**InAs resists compression more strongly the smaller its cell already is, because the outward push of its electrons climbs ever more steeply as the cell shrinks, and the inward pull that holds the crystal together can't keep up.** Between the two smallest cells the crystal is more than twice as stiff as between the two largest. The PBE band gap closes as the cell grows, yet the pressure curve shows no kink there.

Pressure of zincblende InAs from density functional theory in Ansatz 0.2.0, with PBE, PAW and a 420 eV plane-wave cutoff, without spin polarisation or spin–orbit coupling. The k mesh is 8×8×8 and the Fermi–Dirac smearing 0.02 eV. The cells are scaled uniformly from the r²SCAN geometry, and pressure is positive in compression.

```tsv
volume (Å³/atom)	shortest distance (Å)	pressure (GPa)
24.614	2.519	13.810
26.189	2.572	7.910
27.238	2.606	4.930
28.501	2.645	2.020
30.245	2.698	-0.990
31.144	2.725	-2.180
```

**Reading the column**

A positive pressure means that the cell would expand if it were released, and a negative one that it would shrink. The sign changes between 28.501 and 30.245 Å³/atom, so the PBE crystal at rest lies between these two rows. In each run the stress is the same along all three axes, as it must be in a cubic crystal, so the argument can rest on pressure and volume alone.

The volume steps are uneven, so the raw pressure differences mislead. The first step lowers the pressure by 5.90 GPa over 1.575 Å³/atom, the last by only 1.19 GPa over 0.899 Å³/atom. Per unit of volume, the first drop is 2.8 times the last.

Engineers use the bulk modulus for the same purpose: the pressure change divided by the fractional volume change that causes it. Taken from one row to the next, it falls from 95 GPa at the compressed end to 41 GPa at the stretched end, and it falls at each step between. A single stiffness therefore can't describe this material over the whole range. The question is what makes it stiffen.

**Push and pull**

Pressure is the rate at which the energy rises when the volume shrinks. Two large contributions to that rate oppose each other. Electrons confined to less space have shorter wavelengths and more kinetic energy, which pushes the cell outwards. At the same time electrons and ions come closer together, and the electrostatic and exchange–correlation energies deepen, which pulls the cell inwards.

The energy parts of three of the runs show how large these contributions are. Between 26.189 and 27.238 Å³/atom the kinetic push averages 94 GPa and the pull of all other terms 88 GPa. Between 27.238 and 30.245 Å³/atom they are 78 and 77 GPa. The pressure in the table is thus a small remainder of two big quantities, and a modest difference in how fast they change is enough to move it strongly from row to row.

These sizes depend on how the calculation keeps its books. The kinetic energy used here belongs to the smooth part of the wave functions, while the regions close to the nuclei are counted elsewhere. The direction of the two effects is safer than their size. For particles held together by electric forces, the virial theorem requires that squeezing a crystal from rest raises its total kinetic energy and lowers its potential energy.

**Why the crystal stiffens**

Suppose that the push varies with volume V as V^−a and the pull as V^−b, with a greater than b. At the rest volume both have the same size K. Three short steps then give the stiffness and its growth:

- A small fractional compression x raises the push by aKx and the pull by bKx.
- The pressure therefore rises by (a − b)Kx, so the bulk modulus at rest is B₀ = (a − b)K.
- The bulk modulus itself, a × push − b × pull, rises by (a² − b²)Kx. Divided by the pressure rise, this gives B′ = a + b.

B′ is the number of GPa that the bulk modulus gains for each GPa of pressure. The result separates two properties that are easily confused. Stiffness at rest depends on the difference between the two powers, stiffening on their sum. A soft crystal can therefore stiffen as quickly, GPa for GPa, as a hard one.

A uniform electron gas is the natural first guess for the powers. Its kinetic energy gives a push with a = 5/3, its attraction to point-like ions a pull with b = 4/3, and the sum is 3. InAs stiffens faster than that. In the energy parts, the kinetic push falls by 17% from the first interval to the second, where the electron gas would lose only 11%.

The likely reason is that the outer electrons in InAs aren't free to fill the cell evenly. They are concentrated in bonds and kept out of the inner shells of the atoms, which hardly shrink when the crystal is squeezed. The space left to them then contracts by a larger fraction than the cell does. This is a physical argument for the extra steepness; the runs don't separate it from other causes.

**How well simple curves do**

Three curves of this kind were fitted to all six pressures by least squares. The electron-gas form has B′ fixed at 3. The second-order Birch–Murnaghan form, which treats the crystal as an ideal spring in a suitable measure of strain, has B′ fixed at 4. The Murnaghan form lets the data choose and gives 4.35, at the price of one more adjustable constant.

A fair comparison predicts each row from the other five. The typical error is then 0.55 GPa for the electron gas, 0.23 GPa for Birch–Murnaghan and 0.03 GPa for Murnaghan. The electron gas bends too little: it gives too low a pressure at both ends of the range and too high a pressure at 26.189, 27.238 and 28.501 Å³/atom. The curve fixes the sum of the powers much better than either power alone, so the good fit supports the amount of stiffening and not a particular picture of the forces.

The total energies offer a separate test, because they took no part in the fit. Their slopes between neighbouring rows agree with the Murnaghan curve to within 0.03 GPa. Stress and energy therefore tell the same story, and the bend isn't an error in the computed stress.

**One pressure worked out**

The Murnaghan curve reads

P = (B₀/B′) × [(V₀/V)^B′ − 1],

where P is the pressure and V₀ the volume at zero pressure. The fit gives V₀ = 29.62 Å³/atom and B₀ = 48.6 GPa, besides B′ = 4.35. The cell at 26.189 Å³/atom serves as the example; it was one of the six fitted rows.

If the pressure followed the straight line that touches the curve at rest, it would be B₀ times the fractional compression. The volume has shrunk by (29.62 − 26.189)/29.62 = 0.116, which gives 48.6 × 0.116 = 5.6 GPa. The table has 7.91 GPa, so the straight-line estimate is almost 30% too low.

On the curve itself, the volume ratio is 29.62/26.189 = 1.131, and its power 4.35 is 1.708. The pressure becomes (48.6/4.35) × 0.708 = 7.9 GPa, in agreement with the table. The gap of 2.3 GPa between the two estimates is the effect of the curve's bend at a compression of 12%.

The calculation describes zincblende InAs whatever the pressure. The real material changes to a denser structure at several GPa, so at least the most compressed row describes a crystal that would tend to transform. It is a sound point on the zincblende curve, but not a guide to the density of InAs in a press.

**The row that looks like a reference but isn't at rest**

The cell at 28.501 Å³/atom is the unstrained starting point of the series, yet it carries 2.02 GPa. Its size was optimised with a different functional, r²SCAN, and PBE prefers a larger crystal. The fitted zero-pressure volume corresponds to a cubic edge of 6.19 Å, against 6.11 Å for this cell.

An edge difference of just over 1% thus appears as 2 GPa. Volume changes by about three times the fractional change in edge, and the bulk modulus turns that into pressure. The value records a disagreement between two functionals about bond length, and no outside force is involved. PBE is the one further from experiment: it is known to make such crystals too large and too soft. At the volume that real InAs has at ordinary pressure, it gives a pressure of a few GPa where there should be almost none.

**A gap that closes without a kink**

The electronic state does change along the series. The smallest cell has a gap of 0.40 eV and the next one 0.08 eV, while the four larger cells have none. The lowest conduction state at the zone centre is antibonding and s-like, so compression lifts it away from the top of the valence band and expansion lets it sink back.

At 27.238 and 30.245 Å³/atom the occupations show that this state has dropped below the three valence states that should lie under it. It then takes two electrons that belong to them. Real InAs is a semiconductor with a gap of roughly 0.4 eV at ordinary pressure, where its volume lies between 27.238 and 28.501 Å³/atom. The missing gap in the cells on either side of that volume is therefore a known failure of PBE and no sign that the crystal turns metallic. In the two stretched cells even a correct gap could close. Spin–orbit coupling, which is left out here, would narrow the PBE gap further.

The pressure hardly notices because it sums over all electrons at all wave vectors, whereas the gap depends on the states at one. On this mesh the zone centre carries one part in 8 × 8 × 8 = 512 of the weight. If the gap keeps changing with volume as it does between the two smallest cells, moving two electrons there shifts the pressure by about 0.06 GPa. That is small beside the fall of 2.98 GPa between the rows on either side of the closure, but about three times the Murnaghan curve's largest miss, 0.02 GPa at 27.238 Å³/atom. The fitted constants may have absorbed part of such a shift; no fit with a step at the closure was made to find out.

A functional can therefore fail badly for the gap and still give a smooth pressure curve, so a smooth curve is no evidence that the band edges are in the right order.

**A rule for use**

Near rest, a change of 1% in the edge of this crystal is worth about 3 × 0.01 × 48.6 = 1.5 GPa, and more once the crystal is compressed. Before a computed pressure is read as a load, the cell should be compared with the rest size that the same functional gives. For compressions of several percent in volume, the stiffening belongs in the estimate from the start.
